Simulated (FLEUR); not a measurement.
# Sn (Immm) in FLEUR: a series of runs

The runs below take Sn through band structure, equation of state, with LDA.

All numbers are computed with FLEUR MaX-R8.1 (later development tree); they aren't measurements. Logs are shortened: lines on timing, memory, paths and dates and some standing lists are left out, and cuts for length are marked.

### 1 The structure

Symmetry: Immm, No. 71, orthorhombic system. Conventional cell: a = 3.453 Å, b = 3.551 Å, c = 4.677 Å, α = 90.00°, β = 90.00°, γ = 90.00°. Around Sn (site symmetry mmm) lie 12 Sn at 3.41 to 3.55 Å.

This isn't the form of Sn at room conditions, which is tetragonal (white tin).

### 2 Band structure, LDA

Contents of inp.xml:

```xml
<?xml version="1.0" encoding="UTF-8" standalone="no"?>
<fleurInput fleurInputVersion="0.39">
   <comment>
      Sn                                                                                                  
   </comment>
   <calculationSetup>
      <cutoffs Kmax="4.1" Gmax="12.7" GmaxXC="12.7" numbands="0"/>
      <scfLoop itmax="60" minDistance="0.00001" maxIterBroyd="15" imix="Anderson" alpha="0.05" precondParam="0.0" spinf="2.0" sdNocoIR="T"/>
      <coreElectrons ctail="T" frcor="F" kcrel="0" coretail_lmax="0"/>
      <xcFunctional name="vwn" relativisticCorrections="F"/>
      <magnetism jspins="1"/>
      <soc l_soc="F" theta="0.0" phi="0.0" spav="F"/>
      <expertModes spex="0" secvar="F"/>
      <geometryOptimization l_f="F" forcealpha="1.0" forcemix="BFGS" epsdisp="0.00001" epsforce="0.00001"/>
      <ldaU l_linMix="F" mixParam="0.05" spinf="1.0"/>
   </calculationSetup>
   <cell>
      <bzIntegration valenceElectrons="22.0" mode="hist" fermiSmearingEnergy="0.00183747">
         <kPointListSelection listName="default-1"/>
         <!-- k-points included here -->
         <xi:include xmlns:xi="http://www.w3.org/2001/XInclude" href="kpts.xml"> </xi:include>
      </bzIntegration>
      <!-- symmetry operations included here -->
      <xi:include xmlns:xi="http://www.w3.org/2001/XInclude" href="sym.xml"> </xi:include>
      <bulkLattice scale="1.0">
         <bravaisMatrix>
            <row-1>   -3.2626858534407592     3.3552975513551559     4.4188259656494129</row-1>
            <row-2>    3.2626858534407592    -3.3552975513551559     4.4188259656494129</row-2>
            <row-3>    3.2626858534407592     3.3552975513551559    -4.4188259656494129</row-3>
         </bravaisMatrix>
      </bulkLattice>
   </cell>
   <atomSpecies>
      <species name="Tin (Sn)" element="Sn" atomicNumber="50">
         <mtSphere radius="2.66" gridPoints="879" logIncrement="0.015"/>
         <atomicCutoffs lmax="10" lnonsphr="10"/>
         <electronConfig flipSpins="F">
            <coreConfig>(1s1/2) (2s1/2) (2p1/2) (2p3/2) (3s1/2) (3p1/2) (3p3/2) (3d3/2) (3d5/2)</coreConfig>
            <valenceConfig>(4s1/2) (4p1/2) (4p3/2) (5s1/2) (4d3/2) (4d5/2) (5p1/2) (5p3/2)</valenceConfig>
            <stateOccupation state="(5p1/2)" spinUp="0.333333" spinDown="0.333333"/>
            <stateOccupation state="(5p3/2)" spinUp="0.666667" spinDown="0.666667"/>
         </electronConfig>
         <energyParameters s="5" p="5" d="4" f="4"/>
         <lo type="SCLO" l="0" n="4" eDeriv="0"/>
         <lo type="SCLO" l="1" n="4" eDeriv="0"/>
         <lo type="SCLO" l="1" n="4" eDeriv="1"/>
         <lo type="SCLO" l="2" n="4" eDeriv="2"/>
         <lo type="SCLO" l="3" n="4" eDeriv="2"/>
      </species>
   </atomSpecies>
   <atomGroups>
      <atomGroup species="Tin (Sn)">
         <relPos label="                   1">.0000000000 .0000000000 .0000000000</relPos>
         <force calculate="T" relaxXYZ="TTT"/>
      </atomGroup>
   </atomGroups>
   <output dos="F" band="F" slice="F">
      <checks vchk="F" cdinf="F"/>
      <bandDOS minEnergy="-.5*Htr" maxEnergy="0.5*Htr" sigma="0.015" storeEVData="T"/>
      <vacuumDOS vacdos="F" integ="F" star="F" nstars="0" locx1="0.0" locy1="0.0" locx2="0.0" locy2="0.0" nstm="0" tworkf="0.0"/>
      <unfoldingBand unfoldBand="F" supercellX="1" supercellY="1" supercellZ="1"/>
      <plotting iplot="0" polar="F">
         <plot TwoD="T" vec1="  1.0  0.0  0.0" vec2="  0.0  1.0  0.0" vec3="  0.0  0.0  1.0" zero="  0.0  0.0  0.0" file="plot"/>
      </plotting>
      <chargeDensitySlicing numkpt="0" minEigenval="0.0" maxEigenval="0.0" nnne="0" pallst="F"/>
      <specialOutput eonly="F"/>
      <moessbauerParams electricFieldGradient="T" isomerShift="T" coreHyperfine="T" valenceHyperfine="T"/>
      <magneticCircularDichroism mcd="F" energyLo="-10.0" energyUp="0.0"/>
   </output>
  <!-- We include the file relax.xml here to enable relaxations (see documentation) -->
  <xi:include xmlns:xi="http://www.w3.org/2001/XInclude" href="relax.xml"> <xi:fallback/> </xi:include>
</fleurInput>
```

Contents of crystal.txt:

```
Sn
&input cartesian=F /
-1.7265390000  1.7755470000  2.3383420000
1.7265390000  -1.7755470000  2.3383420000
1.7265390000  1.7755470000  -2.3383420000
1.8897261246
1.0 1.0 1.0

1
50 0.0000000000  0.0000000000  0.0000000000

&kpt div1=11 div2=11 div3=11 gamma=T /
```

Contents of inp.xml (bands):

```
<?xml version="1.0" encoding="UTF-8" standalone="no"?>
<fleurInput fleurInputVersion="0.39">
   <comment>
      Sn                                                                                                  
   </comment>
   <calculationSetup>
      <cutoffs Kmax="4.1" Gmax="12.7" GmaxXC="12.7" numbands="0"/>
      <scfLoop itmax="60" minDistance="0.00001" maxIterBroyd="15" imix="Anderson" alpha="0.05" precondParam="0.0" spinf="2.0" sdNocoIR="T"/>
      <coreElectrons ctail="T" frcor="F" kcrel="0" coretail_lmax="0"/>
      <xcFunctional name="vwn" relativisticCorrections="F"/>
      <magnetism jspins="1"/>
      <soc l_soc="F" theta="0.0" phi="0.0" spav="F"/>
      <expertModes spex="0" secvar="F"/>
      <geometryOptimization l_f="F" forcealpha="1.0" forcemix="BFGS" epsdisp="0.00001" epsforce="0.00001"/>
      <ldaU l_linMix="F" mixParam="0.05" spinf="1.0"/>
   </calculationSetup>
   <cell>
      <bzIntegration valenceElectrons="22.0" mode="hist" fermiSmearingEnergy="0.00183747">
         <kPointListSelection listName="path-1"/>
         <!-- k-points included here -->
         <xi:include xmlns:xi="http://www.w3.org/2001/XInclude" href="kpts.xml"> </xi:include>
      </bzIntegration>
      <!-- symmetry operations included here -->
      <xi:include xmlns:xi="http://www.w3.org/2001/XInclude" href="sym.xml"> </xi:include>
      <bulkLattice scale="1.0">
         <bravaisMatrix>
            <row-1>   -3.2626858534407592     3.3552975513551559     4.4188259656494129</row-1>
            <row-2>    3.2626858534407592    -3.3552975513551559     4.4188259656494129</row-2>
            <row-3>    3.2626858534407592     3.3552975513551559    -4.4188259656494129</row-3>
         </bravaisMatrix>
      </bulkLattice>
   </cell>
   <atomSpecies>
      <species name="Tin (Sn)" element="Sn" atomicNumber="50">
         <mtSphere radius="2.66" gridPoints="879" logIncrement="0.015"/>
         <atomicCutoffs lmax="10" lnonsphr="10"/>
         <electronConfig flipSpins="F">
            <coreConfig>(1s1/2) (2s1/2) (2p1/2) (2p3/2) (3s1/2) (3p1/2) (3p3/2) (3d3/2) (3d5/2)</coreConfig>
            <valenceConfig>(4s1/2) (4p1/2) (4p3/2) (5s1/2) (4d3/2) (4d5/2) (5p1/2) (5p3/2)</valenceConfig>
            <stateOccupation state="(5p1/2)" spinUp="0.333333" spinDown="0.333333"/>
            <stateOccupation state="(5p3/2)" spinUp="0.666667" spinDown="0.666667"/>
         </electronConfig>
         <energyParameters s="5" p="5" d="4" f="4"/>
         <lo type="SCLO" l="0" n="4" eDeriv="0"/>
         <lo type="SCLO" l="1" n="4" eDeriv="0"/>
         <lo type="SCLO" l="1" n="4" eDeriv="1"/>
         <lo type="SCLO" l="2" n="4" eDeriv="2"/>
         <lo type="SCLO" l="3" n="4" eDeriv="2"/>
      </species>
   </atomSpecies>
   <atomGroups>
      <atomGroup species="Tin (Sn)">
         <relPos label="                   1">.0000000000 .0000000000 .0000000000</relPos>
         <force calculate="T" relaxXYZ="TTT"/>
      </atomGroup>
   </atomGroups>
   <output dos="F" band="T" slice="F">
      <checks vchk="F" cdinf="F"/>
      <bandDOS minEnergy="-.5*Htr" maxEnergy="0.5*Htr" sigma="0.015" storeEVData="T"/>
      <vacuumDOS vacdos="F" integ="F" star="F" nstars="0" locx1="0.0" locy1="0.0" locx2="0.0" locy2="0.0" nstm="0" tworkf="0.0"/>
      <unfoldingBand unfoldBand="F" supercellX="1" supercellY="1" supercellZ="1"/>
      <plotting iplot="0" polar="F">
         <plot TwoD="T" vec1="  1.0  0.0  0.0" vec2="  0.0  1.0  0.0" vec3="  0.0  0.0  1.0" zero="  0.0  0.0  0.0" file="plot"/>
      </plotting>
      <chargeDensitySlicing numkpt="0" minEigenval="0.0" maxEigenval="0.0" nnne="0" pallst="F"/>
      <specialOutput eonly="F"/>
      <moessbauerParams electricFieldGradient="T" isomerShift="T" coreHyperfine="T" valenceHyperfine="T"/>
      <magneticCircularDichroism mcd="F" energyLo="-10.0" energyUp="0.0"/>
   </output>
  <!-- We include the file relax.xml here to enable relaxations (see documentation) -->
  <xi:include xmlns:xi="http://www.w3.org/2001/XInclude" href="relax.xml"> <xi:fallback/> </xi:include>
</fleurInput>
```

Potentials or basis: all-electron, FLAPW.

On the command line:

```bash
$ inpgen -f crystal.txt -profile fastHighL
$ # inp.xml edited to the form shown
$ fleur_MPI
$ fleur_MPI   # second run, on inp.xml (bands)
```

The program printed:

```text
Welcome to FLEUR        (www.flapw.de)
      MaX-Release 8.1          (www.max-centre.eu)

 ========== k-point set info ==========
 Selected k-point list: default-1
 k-point list type: mesh
 11 x 11 x 11
 Number of k points: 216

 ------------Calculation Setup---------------------------
 Number of MPI-tasks      :            1
 Number of PE/node        :            1
 Number of OMP-threads    :            1
 Most efficient MPI parallelization for:
           1           2           3           4           6           8           9          12          18          24          27          36          54          72         108         216
 Additional eigenvalue parallelization possible
 Number of basis functions:          271
 Approximate size of matrices (H+S) per k-point:         0.001 GB
 --------------------------------------------------------
 Iteration:     1   Distance:       4.17078499 me/bohr^3
 Iteration:     2   Distance:       3.89123611 me/bohr^3
 Iteration:     3   Distance:       1.34466538 me/bohr^3
 Iteration:     4   Distance:       0.11370250 me/bohr^3
 Iteration:     5   Distance:       0.10087894 me/bohr^3
 Iteration:     6   Distance:       0.00974389 me/bohr^3
 Iteration:     7   Distance:       0.00148376 me/bohr^3
 Iteration:     8   Distance:       0.00119096 me/bohr^3
 Iteration:     9   Distance:       0.00002976 me/bohr^3
 Iteration:    10   Distance:       0.00004263 me/bohr^3
 Iteration:    11   Distance:       0.00000492 me/bohr^3

 ********************************************************************
 Run finished successfully
 Stop message:
   all done
 ********************************************************************
```

output (bands):

```text
Welcome to FLEUR        (www.flapw.de)
      MaX-Release 8.1          (www.max-centre.eu)

 ========== k-point set info ==========
 Selected k-point list: path-1
 k-point list type: path
 Number of k points: 60

 ------------Calculation Setup---------------------------
 Number of MPI-tasks      :            1
 Number of PE/node        :            1
 Number of OMP-threads    :            1
 Most efficient MPI parallelization for:
           1           2           3           4           5           6          10          12          15          20          30          60
 Additional eigenvalue parallelization possible
 Number of basis functions:          271
 Approximate size of matrices (H+S) per k-point:         0.001 GB
 --------------------------------------------------------
 Fermi energy correction for metals:
 Fermi energy in bands.* files may not be consistent with last density.
 Please correct it manually (e.g. in band.gnu file).

 Note: Band structure data (together with different weights) is also stored in the banddos.hdf file.
       A convenient way of extracting and plotting the data from that file is by making use of the

 ********************************************************************
 Run finished successfully
 Stop message:
   Charge density postprocessing done.
 ********************************************************************
```

out.xml (last iteration):

```text
<iteration numberForCurrentRun="   11" overallNumber="   11">
         <energyParameters units="Htr">
            <atomicEP atomType="1" spin="1" branch="5s" branchLowest="-4.49" branchHighest="0.63" value="-0.0217905512"/>
            <atomicEP atomType="1" spin="1" branch="5p" branchLowest="-2.87" branchHighest="1.24" value="0.2053353810"/>
            <atomicEP atomType="1" spin="1" branch="4d" branchLowest="-16.97" branchHighest="-0.50" value="-0.5190397461"/>
            <atomicEP atomType="1" spin="1" branch="4f" branchLowest="-9.99" branchHighest="1.77" value="0.5642407045"/>
            <loAtomicEP atomType="1" spin="1" branch="4s" branchLowest="-30.57" branchHighest="-4.49" value="-4.4905516023"/>
            <loAtomicEP atomType="1" spin="1" branch="4p" branchLowest="-25.22" branchHighest="-2.87" value="-2.8786822638"/>
            <loAtomicEP atomType="1" spin="1" branch="4p" branchLowest="-25.22" branchHighest="-2.87" value="-2.8786822638"/>
            <loAtomicEP atomType="1" spin="1" branch="4d" branchLowest="-16.97" branchHighest="-0.50" value="-0.5318531733"/>
            <loAtomicEP atomType="1" spin="1" branch="4f" branchLowest="-9.99" branchHighest="1.77" value="0.5642423817"/>
         </energyParameters>
         <eigenvalues>
            <eigenvaluesAt spin="1" ikpt="1" k_x="0.00000000" k_y="0.00000000" k_z="0.00000000">
                      -4.4905545277       -2.8702047578       -2.8700529176       -2.8698835391       -0.5365722940
                      -0.5360208450       -0.5353016460       -0.5342026072       -0.5328666414       -0.1456253724
                       0.5048887508        0.5104168380        0.5246901344        0.6454281171        0.6651930255
                       0.6837038247        0.6897592379        0.7455818735
            </eigenvaluesAt>
            <eigenvaluesAt spin="1" ikpt="2" k_x="0.00000000" k_y="0.00000000" k_z="0.09090909">
                      -4.4905541382       -2.8702082620       -2.8700574662       -2.8698866657       -0.5365780783
                      -0.5357331020       -0.5349746152       -0.5342879393       -0.5328297314       -0.1379832650
                       0.4767522171        0.4789871915        0.4929973876        0.5969731060        0.6904564023
[... 28 lines left out ...]
            <state n="2" l="1" j="0.5" energy="-149.7432303966" weight="1.0000000000"/>
            <state n="2" l="1" j="1.5" energy="-141.2791849006" weight="2.0000000000"/>
            <state n="3" l="0" j="0.5" energy="-30.5708012614" weight="1.0000000000"/>
            <state n="3" l="1" j="0.5" energy="-26.2963080247" weight="1.0000000000"/>
            <state n="3" l="1" j="1.5" energy="-24.7509583420" weight="2.0000000000"/>
            <state n="3" l="2" j="1.5" energy="-17.1668542042" weight="2.0000000000"/>
            <state n="3" l="2" j="2.5" energy="-16.8474793314" weight="3.0000000000"/>
         </coreStates>
         <allElectronCharges>
            <spinDependentCharge spin="1" total="50.0000000" interstitial="1.8340646" mtSpheres="48.1659354"/>
            <totalCharge value="49.9999999999"/>
         </allElectronCharges>
         <moessbauerParams unitsHFF="kG" unitsIS="e/bohr^3" unitsEFG="Htr/bohr^2">
            <coreIsomerShift atomType="1" isTotal="192846.83607">
               <shell n="1" l="0" isomerShift="168669.21528"/>
               <shell n="2" l="0" isomerShift="19765.15976"/>
               <shell n="2" l="1" isomerShift="476.23636"/>
               <shell n="3" l="0" isomerShift="3836.32305"/>
               <shell n="3" l="1" isomerShift="99.90160"/>
               <shell n="3" l="2" isomerShift="0.00002"/>
            </coreIsomerShift>
            <isomerShift atomType="1" nucleusRadius="0.0001161" averageDensity="193709.36862"/>
            <electricFieldGradient atomType="1" VXX="-0.02546" VYY="-0.18622" VZZ="0.21168" asymParam="0.75947">
            </electricFieldGradient>
         </moessbauerParams>
         <totalEnergy                                    value="    -6173.7893759954" units="Htr">
            <sumOfEigenvalues                            value="    -3726.6007353628">
               <coreElectrons value="-3695.3999899554"/>
               <valenceElectrons value="-31.2007454074"/>
            </sumOfEigenvalues>
            <densityCoulombPotentialIntegral value="-10012.4043128790"/>
            <densityEffectivePotentialIntegral value="-10224.5414827100"/>
            <chargeDenXCDenIntegral value="-159.9702849359"/>
            <FockExchangeEnergyValence value="0.0000000000"/>
            <FockExchangeEnergyCore value="0.0000000000"/>
            <atomTypeDependentContributions atomType="1">
               <electronNucleiInteractionDifferentMTs value="7482.5188193957"/>
               <MadelungTerm value="-23.0388625714"/>
            </atomTypeDependentContributions>
            <tkbTimesEntropy value="0.0001225454"/>
            <freeEnergy value="-6173.7894985407"/>
            <extrapolationTo0K value="-6173.7894372681"/>
         </totalEnergy>
         <densityConvergence units="me/bohr^3">
            <chargeDensity spin="1" distance="0.0000049170"/>
         </densityConvergence>
      </iteration>
```

Run time: 64 s. Hardware: 1 thread of Arm Neoverse V2, shared host; peak memory 0.06 GiB.

What came out:

| Property | Result |
| --- | --- |
| Free energy | -167997.3706 eV |
| Band gap along the path | none (metal or under the smearing width) |
| Valence electrons inside the program's atomic spheres | Sn 20.17 (radii Sn 2.66 bohr) |

Levels at the corners of the path, in eV from the Fermi level:
| point | band 7 | band 8 | band 9 | band 10 | band 11 | band 12 | band 13 | band 14 | band 15 | band 16 |
| --- | --- | --- | --- | --- | --- | --- | --- | --- | --- | --- |
| Γ | -21.40 | -21.37 | -21.33 | -10.80 | 6.90 | 7.05 | 7.44 | 10.73 | 11.27 | 11.77 |
| X | -21.32 | -21.30 | -21.28 | -4.70 | -2.30 | -1.16 | 1.90 | 5.38 | 10.33 | 16.68 |
| L | -21.36 | -21.33 | -21.26 | -4.66 | -1.71 | -1.44 | 0.05 | 9.26 | 10.74 | 13.01 |
| T | -21.30 | -21.28 | -21.26 | -5.33 | -3.54 | 2.03 | 2.40 | 5.62 | 6.06 | 19.01 |
| W | -21.38 | -21.33 | -21.28 | -4.97 | -1.71 | -1.50 | -0.29 | 11.48 | 12.92 | 12.94 |
| R | -21.39 | -21.29 | -21.28 | -6.68 | -4.29 | 4.73 | 5.60 | 9.31 | 9.79 | 10.15 |
| X1 | -21.32 | -21.30 | -21.28 | -4.70 | -2.30 | -1.16 | 1.90 | 5.38 | 10.33 | 16.68 |
| Z | -21.29 | -21.27 | -21.26 | -4.58 | -3.05 | 1.19 | 1.82 | 4.73 | 5.60 | 19.03 |
| Γ | -21.40 | -21.37 | -21.33 | -10.80 | 6.90 | 7.05 | 7.44 | 10.73 | 11.27 | 11.77 |
| Y | -21.31 | -21.30 | -21.28 | -4.84 | -2.44 | -1.14 | 2.40 | 5.85 | 8.95 | 17.13 |
| S | -21.40 | -21.30 | -21.28 | -6.93 | -4.36 | 5.15 | 5.90 | 9.81 | 10.20 | 10.34 |
| W | -21.38 | -21.33 | -21.28 | -4.97 | -1.71 | -1.50 | -0.29 | 11.48 | 12.92 | 12.94 |
| L1 | -21.36 | -21.33 | -21.26 | -4.66 | -1.71 | -1.44 | 0.05 | 9.26 | 10.74 | 13.01 |
| Y | -21.31 | -21.30 | -21.28 | -4.84 | -2.44 | -1.14 | 2.40 | 5.85 | 8.95 | 17.13 |
| Y1 | -21.31 | -21.30 | -21.28 | -4.84 | -2.44 | -1.14 | 2.40 | 5.85 | 8.95 | 17.13 |
| Z | -21.29 | -21.27 | -21.26 | -4.58 | -3.05 | 1.19 | 1.82 | 4.73 | 5.60 | 19.03 |

Core levels (eV from the Fermi level):
| atom | levels |
| --- | --- |
| 1 Sn | 1s1/2 -28957.1, 2s1/2 -4367.5, 2p1/2 -4081.6, 2p3/2 -3851.2, 3s1/2 -838.7, 3p1/2 -722.4, 3p3/2 -680.3, 3d3/2 -474.0, 3d5/2 -465.3 |

Caveat: spin-orbit coupling is left out, which moves the levels of the heavy elements.

### 3 Equation of state, LDA, 26.95 Å³/atom (volume scaled by 0.94)

inp.xml: that of step 2 with these lines changed.

```diff
@@ -24,3 +24,3 @@
       <xi:include xmlns:xi="http://www.w3.org/2001/XInclude" href="sym.xml"> </xi:include>
-      <bulkLattice scale="1.0">
+      <bulkLattice scale="0.9795861087">
          <bravaisMatrix>
```

Potentials or basis: all-electron, FLAPW.

On the command line:

```bash
$ inpgen -f crystal.txt -profile fastHighL
$ # inp.xml edited to the form shown
$ fleur_MPI
```

Run time: 56 s. Hardware: 1 thread of Arm Neoverse V2, shared host; peak memory 0.08 GiB.

The run converged. Its results:

| Property | Result |
| --- | --- |
| Free energy | -167997.4091 eV |
| Band gap on the k mesh | none (metal or under the smearing width) |
| Valence electrons inside the program's atomic spheres | Sn 20.21 (radii Sn 2.66 bohr) |

### 4 Equation of state, LDA, 27.53 Å³/atom (volume scaled by 0.96)

inp.xml: that of step 3 with these lines changed.

```diff
@@ -24,3 +24,3 @@
       <xi:include xmlns:xi="http://www.w3.org/2001/XInclude" href="sym.xml"> </xi:include>
-      <bulkLattice scale="0.9795861087">
+      <bulkLattice scale="0.9864848297">
          <bravaisMatrix>
```

On the command line:

```bash
$ inpgen -f crystal.txt -profile fastHighL
$ # inp.xml edited to the form shown
$ fleur_MPI
```

Wall time 58 s (1 thread of Arm Neoverse V2, shared host); peak memory 0.09 GiB.

Results (log left out):

```yaml
Free_energy: -167997.3995 eV
Band_gap_on_the_k_mesh: none (metal or under the smearing width)
Valence_electrons_inside_the_program's_atomic_spheres: Sn 20.20 (radii Sn 2.66 bohr)
```

(Continued in part 2 of 2.)
